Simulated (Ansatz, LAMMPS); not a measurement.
# Relaxing amorphous SiO2 (84 atoms), part 4 of 4

Wanted: the relaxed structure of amorphous SiO2 (84 atoms) and its electronic structure.

Ansatz 0.2.0; Kohn-Sham DFT, PBE, PAW (set soft_2), plane waves.

The cell: 28 Si and 56 O. The quench rate of 50 K/ps far exceeds what a furnace or splat quench reaches. The starting topology of bonds comes from the classical model. Only the Γ point is sampled in the main run, in a cell whose shortest periodic width is 11 Å.

So far. Step 4 (Cell and atoms relaxed): The relaxation changed the energy by -38.6 meV/atom, and atoms moved by 0.22 Å r.m.s., 0.62 Å at most. Step 7 (K-mesh 2×2×2): Forces differ from those of the single point at the relaxed geometry by 3.3 meV/Å r.m.s.; the energy by -0.71 meV/atom. It took 2.6 min and 9 cycles; the reference's time can't be set against it, since the two runs asked for unlike analyses.

## Step 8: Functional HSE06

HSE06 mixes in a quarter of exact exchange at short range, which counters self-interaction, at a higher cost.

This step: Kohn-Sham DFT, HSE06, PAW (set soft_2), plane waves (Ansatz 0.2.0).

input.yaml reads:

```yaml
crystal:
  lattice:
    - [10.59277, 0.04291, 0.16165]
    - [0.04291, 10.70286, -0.09448]
    - [0.16165, -0.09448, 10.60176]
  atoms:
    [... the 84 atom lines of step 6 ...]
kpoints:
  mp_grid: { grid: [1, 1, 1] }
hamiltonian:
  xc: hse06
scf:
  occupations: { method: fermi_dirac, width: 0.025 }
output:
  forces: true
  stress: true
  populations: true
  dos:
    method: { smearing: { sigma: 0.08 } }
    de: 0.05
    projected: { site_lists: { O: [O], Si: [Si] } }
  eigenvalues: true
```

On the command line:

```sh
$ ansatz run input.yaml --threads 4 --pin off --max-ram 8192MiB --backend cpu --events-out ev --progress --plain --runs-dir out
```

Numbers of over 12 decimals in the logs are rounded to 6 here.

Output:

```text
Warning: output.stress: scf.convergence.dr2_threshold = 1e-7 eV (the SCF's general default) is looser than the 1.6e-9 eV advised for a printed stress (1e-10 eV for each atom of the cell: 84, of which 16 are counted). What an SCF threshold leaves in a stress goes as its square root, and in the free energy as the threshold itself, and one threshold admits the most on a small cell: [...]
Warning: output.stress: scf.exx.energy_threshold = 1e-6 eV is looser than the 1.6e-7 eV advised for a stress under a hybrid functional (1e-8 eV for each atom of the cell: 84, of which 16 are counted). Every SCF of the exchange loop can meet its threshold on dr2 while the loop round them stops early: [...]
exact exchange: scf.exx.singularity resolves to wigner_seitz, which cuts the screened interaction at the faces of the exchange supercell's Wigner-Seitz cell, so that each pair interacts once, at the shortest of its separations (the periodic images that this leaves out come, [...]
[...]
Crystal: 84 atoms, lattice volume = 1201.558 Å³
Basis set: ecut = 420 eV, 23473 PW (Γ), exchange–correlation on 144×144×144 points (8 copies of the dense FFT grid, shifted against one another)
Bands: 308, of which v1, the nominal top of the filled ones, is band 224 counted from 1 (223 counted from 0)
Symmetry: 1 space group operations
[...]
k-points: 1
[...]
SCF iter   1: F=—  HF=-49667.774048 eV  |F-HF|=—  |Δ(HF+E_count)|=         —  Δρ=1.67e-3  dr2=3.27e-2  ethr=1.77e-3  ⟨swp⟩=16.0  Hψ=1855  notcnv=0
[...]
SCF iter   3: F=-49667.800231 eV  HF=-49667.799169 eV  |F-HF|=1.06e-3  |Δ(HF+E_count)|=   3.15e-3  Δρ=4.62e-4  dr2=1.29e-3  ethr=1.55e-6  ⟨swp⟩=6.0  Hψ=806  notcnv=0  defer=3
SCF 1 stopped early in 3 iterations: F = -49667.800231 eV  dr2 = 1.29e-3
[...]
Exchange kernel: α = 0.2500, screened, ω = 0.2079 Å⁻¹, Wigner–Seitz truncation, v(0) = 933.9990 eV·Å³, q-mesh 1×1×1, nearest image of the exchange supercell L = 10.59 Å, pair-density grid 54×54×54, without the augmentation charges, whose exchange is taken in its separable form (sized by the pseudopotential files, [...]
Frozen-core exchange: fock
SCF iter   1: F=—  HF=-49676.631239 eV  |F-HF|=—  |Δ(HF+E_count)|=         —  Δρ=6.66e-3  dr2=4.26e-1  ethr=2.87e-6  ⟨swp⟩=17.0  Hψ=1671  notcnv=0
[...]
SCF iter   6: F=—  HF=-49676.618997 eV  |F-HF|=—  |Δ(HF+E_count)|=   1.11e-4  Δρ=7.69e-5  dr2=7.29e-5  ethr=5.12e-8  ⟨swp⟩=4.0  Hψ=784  notcnv=0
SCF iter   7: F=-49676.618974 eV  HF=-49676.618977 eV  |F-HF|=3.11e-6  |Δ(HF+E_count)|=   1.98e-5  Δρ=1.86e-5  dr2=1.38e-5  ethr=1.39e-8  ⟨swp⟩=3.0  Hψ=713  notcnv=0
SCF 2 stopped early in 7 iterations: F = -49676.618974 eV  dr2 = 1.38e-5
  Residual-converged pass: ⟨swp⟩=4.0  Hψ=847  notcnv=0  max |occ|·‖R‖ = 4.9e-6 eV (tolerance 6.7e-6 eV)  dr2=1.37e-5  dr2_onsite=1.42e-7  max |Δocc| = 0.0e0
[...]
hybrid outer 1: dexx = +1.618e-1 eV, tail = 1.59e-4 eV
[...]
Frozen-core exchange: fock
SCF iter   1: F=—  HF=-49676.616888 eV  |F-HF|=—  |Δ(HF+E_count)|=         —  Δρ=3.35e-5  dr2=6.86e-6  ethr=1.77e-7  ⟨swp⟩=19.0  Hψ=1049  notcnv=0
[...]
SCF iter   5: F=-49676.616889 eV  HF=-49676.616889 eV  |F-HF|=5.17e-10  |Δ(HF+E_count)|=   3.91e-9  Δρ=3.03e-7  dr2=1.46e-9  ethr=3.03e-12  ⟨swp⟩=4.0  Hψ=694  notcnv=0  defer=6
SCF 3 converged in 5 iterations: F = -49676.616889 eV  dr2 = 1.46e-9
[...]
hybrid outer 2: dexx = +1.993e-6 eV, tail = 2.92e-8 eV, Δε = 7.37e-4 eV (about 1.01e-5 eV left of the loop's levels), ΔF = 3.58e-3 eV/Å (tail 2.39e-4)
hybrid SCF converged: 2 outer / 12 inner (+3 warm-up), last move |dexx| = 1.99e-6 eV, tail = 2.92e-8 eV
Stability not checked: this state was not tested for a lower state beside it, because the functional holds exact exchange (a hybrid, or Hartree-Fock), whose exchange loop this test does not read (fock_operator; see scf.lower_state_search)
Free energy (F): -49676.616889 eV
Frozen-core exchange: fock
[...]
Internal energy: -49676.616889 eV  (E = F + TS)
E sigma→0 (E₀):  -49676.616889 eV
Fermi energy:    3.705121 eV
[...]
Σ components = -49676.616889   (vs F -49676.616889, Δ=0.00e0)
--- Forces (eV/Å), atoms counted from 1 ---
  atom   1  Si     0.01528409     0.00658145     0.00087774
  atom   2  Si    -0.05282689    -0.04527705    -0.08145027
  atom   3  Si    -0.10472296     0.02063077    -0.04136756
  atom   4  Si     0.07190336     0.00783028     0.00921227
[...]
atom  84  O     -0.26636279    -0.06022389    -0.09370908
  max |Σ_I F_I| component: 9.95e-5 eV/Å
--- Stress (GPa, compression-positive) ---
       -4.826627       0.028591      -0.037558
        0.028590      -4.778327       0.029717
       -0.037559       0.029715      -4.921853
  P = ⅓ Tr σ = -4.8423 GPa (-48.423 kbar)
--- Band table (eV) ---
[...]
--- Löwdin populations: 84 sites ---
  site symbol       q [e]
     0     Si      2.1451
     1     Si      2.1438
     2     Si      2.1461
[...]
83      O      6.8302
  spilling = 0.013884 (of n_electrons = 448.000000)
```

Wall time 3.6 min (4 threads of Arm Neoverse V1, shared host); peak memory 3.2 GiB.

The program notes that the exchange threshold is loose for the stress and the SCF threshold is loose for the stress.

Geometry and reference: those of the single point at the relaxed geometry.

Forces differ from those of the single point at the relaxed geometry by 185 meV/Å r.m.s.; the pressure by -4.8 GPa and the gap by +1.8 eV. It took 3.6 min and 15 cycles; the reference's time can't be set against it, since the two runs asked for unlike analyses.

Numbers from this run:

| Item | Value |
| --- | --- |
| free energy | -49676.6169 eV |
| free energy per atom | -591.3883 eV/atom |
| SCF cycles | 15 |
| pressure | -4.842 GPa |
| r.m.s. force component | 0.185 eV/Å |
| longest force | 0.6299 eV/Å |
| Fermi energy | 3.705 eV |
| gap (highest filled to lowest empty level) | 7.066 eV |
| spilling of the projection | 0.01388 |

Length of the force by element:

| element | coordination | atoms | mean length of the force (eV/Å) | spread | least | most |
| --- | --- | --- | --- | --- | --- | --- |
| O | all | 56 | 0.367 | 0.124 | 0.0904 | 0.630 |
| Si | all | 28 | 0.0808 | 0.0288 | 0.0167 | 0.143 |

Löwdin charges by element (they lack the spilled electrons, 0.074 e an atom on average):

| element | coordination | atoms | mean charge (e) | spread | least | most |
| --- | --- | --- | --- | --- | --- | --- |
| O | all | 56 | -0.813 | 0.0086 | -0.830 | -0.798 |
| Si | all | 28 | 1.85 | 0.0082 | 1.83 | 1.86 |

Density of states as counts of states in windows of 1 eV (from the Fermi level), total and the larger projections:

| from (eV) | to (eV) | total | O p | Si p |
| --- | --- | --- | --- | --- |
| -18 | -13 | 0.0 | 0.0 | 0.0 |
| -13 | -12 | 16.9 | 11.3 | 0.6 |
| -12 | -11 | 11.3 | 7.8 | 0.8 |
| -11 | -10 | 18.6 | 13.3 | 2.1 |
| -10 | -9 | 28.4 | 21.6 | 5.5 |
| -9 | -8 | 36.8 | 28.9 | 7.1 |
| -8 | -7 | 13.7 | 11.2 | 1.5 |
| -7 | -6 | 48.9 | 42.8 | 3.3 |
| -6 | -5 | 68.5 | 63.7 | 2.2 |
| -5 | -4 | 64.0 | 61.2 | 1.1 |
| -4 | -3 | 28.9 | 28.3 | 0.2 |
| -3 | 3 | 0.0 | 0.0 | 0.0 |
| 3 | 4 | 2.0 | 0.1 | 0.1 |
| 4 | 5 | 1.1 | 0.1 | 0.4 |

Between -25 and -18 eV lie 112 more states.

The levels nearest the highest filled one (over half full), pooled over k-points and spins:

| level less the highest filled one (eV) | occupation |
| --- | --- |
| -0.274 | 2 |
| -0.236 | 2 |
| -0.228 | 2 |
| -0.158 | 2 |
| -0.082 | 2 |
| 0 | 2 |
| 7.07 | 0 |
| 8.5 | 0 |
| 8.85 | 0 |
| 8.88 | 0 |
| 9.04 | 0 |
| 9.13 | 0 |

## Step 9: Functional r2SCAN (500 eV)

The meta-GGA r2SCAN uses the kinetic energy density as well as the density and its gradient. Besides, the cutoff goes from 420 to 500 eV.

This step: Kohn-Sham DFT, r2SCAN, PAW (set soft_2), plane waves (Ansatz 0.2.0).

input.yaml, as its differences from that of step 8:

```diff
@@ -10,3 +10,3 @@
 hamiltonian:
-  xc: hse06
+  xc: r2scan
 scf:
```

Output:

```text
[...]
Crystal: 84 atoms, lattice volume = 1201.558 Å³
Basis set: ecut = 500 eV, 30525 PW (Γ), exchange–correlation on 320×320×320 points (64 copies of the dense FFT grid, shifted against one another)
Bands: 308, of which v1, the nominal top of the filled ones, is band 224 counted from 1 (223 counted from 0)
Symmetry: 1 space group operations
[...]
k-points: 1
[...]
SCF iter   1: F=—  HF=-49832.936886 eV  |F-HF|=—  |Δ(HF+E_count)|=         —  Δρ=7.20e-3  dr2=6.47e-1  dr2_τ=6.89e0  ethr=1.77e-3  ⟨swp⟩=7.0  Hψ=1529  notcnv=0  defer=46
[...]
SCF iter   8: F=—  HF=-49835.172203 eV  |F-HF|=—  |Δ(HF+E_count)|=   3.06e-6  Δρ=6.88e-6  dr2=5.67e-7  dr2_τ=3.31e-8  ethr=5.28e-10  ⟨swp⟩=2.0  Hψ=451  notcnv=0  defer=77
SCF iter   9: F=-49835.172203 eV  HF=-49835.172203 eV  |F-HF|=1.01e-7  |Δ(HF+E_count)|=   2.17e-7  Δρ=1.11e-6  dr2=2.43e-8  dr2_τ=1.26e-9  ethr=2.23e-11  ⟨swp⟩=13.0  Hψ=1890  notcnv=0
SCF 1 converged in 9 iterations: F = -49835.172203 eV  dr2 = 2.43e-8
[...]
SCF converged after 9 iterations
Free energy (F): -49835.172203 eV
[...]
Internal energy: -49835.172203 eV  (E = F + TS)
E sigma→0 (E₀):  -49835.172203 eV
Fermi energy:    4.020269 eV
[...]
Σ components = -49835.172203   (vs F -49835.172203, Δ=0.00e0)
--- Forces (eV/Å), atoms counted from 1 ---
  atom   1  Si     0.03559334     0.00548117     0.00427302
  atom   2  Si    -0.03846245    -0.04329491    -0.08374180
  atom   3  Si    -0.12610679     0.01712454    -0.02522188
  atom   4  Si     0.07403563    -0.00699827    -0.00376413
[...]
atom  84  O     -0.21417129    -0.05119228    -0.07210388
  max |Σ_I F_I| component: 1.30e-4 eV/Å
--- Stress (GPa, compression-positive) ---
       -4.765484       0.030747      -0.051846
        0.030751      -4.672657       0.039683
       -0.051847       0.039684      -4.864497
  P = ⅓ Tr σ = -4.7675 GPa (-47.675 kbar)
--- Band table (eV) ---
[...]
--- Löwdin populations: 84 sites ---
  site symbol       q [e]
     0     Si      2.1411
     1     Si      2.1396
     2     Si      2.1424
[...]
83      O      6.8336
  spilling = 0.013674 (of n_electrons = 448.000000)
```

Wall time 41 s (4 threads); peak memory 2.9 GiB; 2.7 min of CPU time.

Geometry and reference: those of the single point at the relaxed geometry.

Forces differ from those of the single point at the relaxed geometry by 155 meV/Å r.m.s.; the pressure by -4.8 GPa and the gap by +0.69 eV. It took 41 s and 9 cycles; the reference's time can't be set against it, since the two runs asked for unlike analyses.

## Step 10: Functional PBEsol

PBEsol restores the gradient expansion of exchange for slowly varying densities and usually gives shorter bonds in solids than PBE.

This step: Kohn-Sham DFT, PBEsol, PAW (set soft_2), plane waves (Ansatz 0.2.0).

input.yaml, as its differences from that of step 9:

```diff
@@ -10,3 +10,3 @@
 hamiltonian:
-  xc: r2scan
+  xc: pbesol
 scf:
```

Output:

```text
[...]
Crystal: 84 atoms, lattice volume = 1201.558 Å³
Basis set: ecut = 420 eV, 23473 PW (Γ), exchange–correlation on 144×144×144 points (8 copies of the dense FFT grid, shifted against one another)
Bands: 308, of which v1, the nominal top of the filled ones, is band 224 counted from 1 (223 counted from 0)
Symmetry: 1 space group operations
[...]
k-points: 1
[...]
SCF iter   1: F=—  HF=-48899.369980 eV  |F-HF|=—  |Δ(HF+E_count)|=         —  Δρ=1.14e-2  dr2=1.19e0  ethr=1.77e-3  ⟨swp⟩=7.0  Hψ=1500  notcnv=0  defer=44
[...]
SCF iter   8: F=—  HF=-48899.040299 eV  |F-HF|=—  |Δ(HF+E_count)|=   3.58e-7  Δρ=3.49e-6  dr2=1.50e-7  ethr=3.22e-10  ⟨swp⟩=2.0  Hψ=446  notcnv=0  defer=77
SCF iter   9: F=-48899.040299 eV  HF=-48899.040299 eV  |F-HF|=5.58e-9  |Δ(HF+E_count)|=   1.56e-8  Δρ=9.35e-7  dr2=1.27e-8  ethr=2.23e-11  ⟨swp⟩=14.0  Hψ=1796  notcnv=0
SCF 1 converged in 9 iterations: F = -48899.040299 eV  dr2 = 1.27e-8
[...]
SCF converged after 9 iterations
Free energy (F): -48899.040299 eV
[...]
Internal energy: -48899.040299 eV  (E = F + TS)
E sigma→0 (E₀):  -48899.040299 eV
Fermi energy:    4.016181 eV
[...]
Σ components = -48899.040299   (vs F -48899.040299, Δ=0.00e0)
--- Forces (eV/Å), atoms counted from 1 ---
  atom   1  Si     0.02259703    -0.03609567    -0.02245145
  atom   2  Si     0.01352443     0.00936520     0.03152055
  atom   3  Si    -0.02120741    -0.01834244    -0.05650521
  atom   4  Si     0.03350622     0.03991761     0.04683560
[...]
atom  84  O     -0.05236699    -0.01783483    -0.02562230
  max |Σ_I F_I| component: 1.97e-5 eV/Å
--- Stress (GPa, compression-positive) ---
       -2.519377       0.045335      -0.045035
        0.045335      -2.416628      -0.001962
       -0.045035      -0.001963      -2.538701
  P = ⅓ Tr σ = -2.4916 GPa (-24.916 kbar)
--- Band table (eV) ---
[...]
--- Löwdin populations: 84 sites ---
  site symbol       q [e]
     0     Si      2.2332
     1     Si      2.2319
     2     Si      2.2341
[...]
83      O      6.7850
  spilling = 0.013905 (of n_electrons = 448.000000)
```

Run time: 15 s. Hardware: 4 threads; peak memory 1.3 GiB; 57 s of CPU time.

Geometry and reference: those of the single point at the relaxed geometry.

Forces differ from those of the single point at the relaxed geometry by 59 meV/Å r.m.s.; the pressure by -2.5 GPa and the gap by -0.053 eV.

## Step 11: Cost against change

Each row is set against the single point at the relaxed geometry (Kohn-Sham DFT, PBE, PAW (set soft_2), plane waves; r.m.s. force component 0.00246 eV/Å). Energies are set beside the reference only for runs with its functional, potentials and electron count. Times are for 4 threads of Arm Neoverse V1, shared host. The reference's time includes grids, which some other runs skip.

| run | Δ force, r.m.s. (meV/Å) | Δ energy (meV/atom) | Δ pressure (GPa) | Δ gap (eV) | cycles | time | host memory (GiB) |
| --- | --- | --- | --- | --- | --- | --- | --- |
| reference | - | - | - | - | 9 | 19 s | 1.3 |
| k-mesh 2×2×2 | 3.28 | -0.709 | 0.0048 | 0.001 | 9 | 2.6 min | 6.8 |
| functional HSE06 | 185 | - | -4.83 | 1.84 | 15 | 3.6 min | 3.2 |
| functional r2SCAN (500 eV) | 155 | - | -4.75 | 0.690 | 9 | 41 s | 2.9 |
| functional PBEsol | 58.9 | - | -2.48 | -0.0534 | 9 | 15 s | 1.3 |

## Step 12: What came out

```
energy change in the relaxation                  : -38.58 meV/atom
r.m.s. displacement                              : 0.217 Å
largest displacement                             : 0.622 Å
free energy per atom                             : -591.2830 eV/atom
pressure                                         : -0.01388 GPa
r.m.s. force component                           : 0.00246 eV/Å
gap (highest filled to lowest empty level) : 5.226 eV
wall time of the 7 DFT runs                      : 11 min
```

**Reading.** Relaxation lowers the energy by 38.6 meV/atom and moves atoms by 0.22 Å r.m.s.; the r.m.s. force component goes from 0.65 to 0.0025 eV/Å. Displacements are taken in the final cell, so they leave out its strain. By the final cutoffs no bond was broken or made. The cell shrank by 5.4 % in volume. From the first step to the last the energy fell by 3.240 eV, across changes of basis, and the largest move was 0.62 Å (O47). The O-Si bonds go from 1.624 Å (spread 0.026) to 1.634 Å (spread 0.015). Counting bonds as in the table, all O atoms have 2 and all Si atoms have 4 bonded neighbours. 100 % of the oxygens bridge two formers (Si) and 0 % are non-bridging. Filled and empty levels are parted by 5.23 eV (at Γ alone); a semilocal functional tends to put such gaps too low. In a disordered cell it changes from sample to sample, and tail or defect levels can set it.

Among the changes of functional, dispersion, potentials or spin set against this reference, functional HSE06 moves the forces most, by 185 meV/Å r.m.s. The gap changes by +1.84 eV with HSE06.

What to keep in mind: The starting topology of bonds comes from the classical model; DFT moved the atoms only locally, and no bond changed.

Calculation beside experiment:

| quantity | measured | this cell | difference | method of the measurement |
| --- | --- | --- | --- | --- |
| density | 2.2 g/cm³ | 2.33 g/cm³ | +5.7 % | tabulated bulk density |
| nearest Si–O distance | 1.61 Å | 1.63 Å | +1.5 % | high-energy XRD, PDF Gaussian fit |
| nearest Si–Si distance | 3.08 Å | 3.07 Å | -0.3 % | diffraction, Gaussian radial peak fit |
| nearest O–O distance | 2.63 Å | 2.66 Å | +1.1 % | diffraction, Gaussian radial peak fit |
| number of O about Si | 4 | 4 | +0.0 % | high-energy XRD, PDF Gaussian fit |
| Si–O–Si angle | 148.3 ° | 142 ° | -4.0 % | x-ray and neutron diffraction, model fit |

The cell differs from the measured distances by up to 1.5 %, neighbour counts by up to 0.0 %, angles by up to 4.0 % and density by up to 5.7 %. Distances of this cell are positions of the first main peak of g(r), or bond means where the peak is narrow; means over all bonds within a cutoff lie farther out for broad shells. The network comes from the model that made the cell; DFT moved the atoms only locally, and no bond changed. Our coordination numbers hang on a cutoff, and experiments count neighbours in their own ways.

[Logs are printed without paths, hosts, clocks, repeated set-up lines and the standing remarks that a program may print on its own settings, such as how far it seeks lower states.]

[Hosts, paths, dates, database ids (printed as entryN), source tags and the programs' standing remarks are cut or masked in the printed files.]
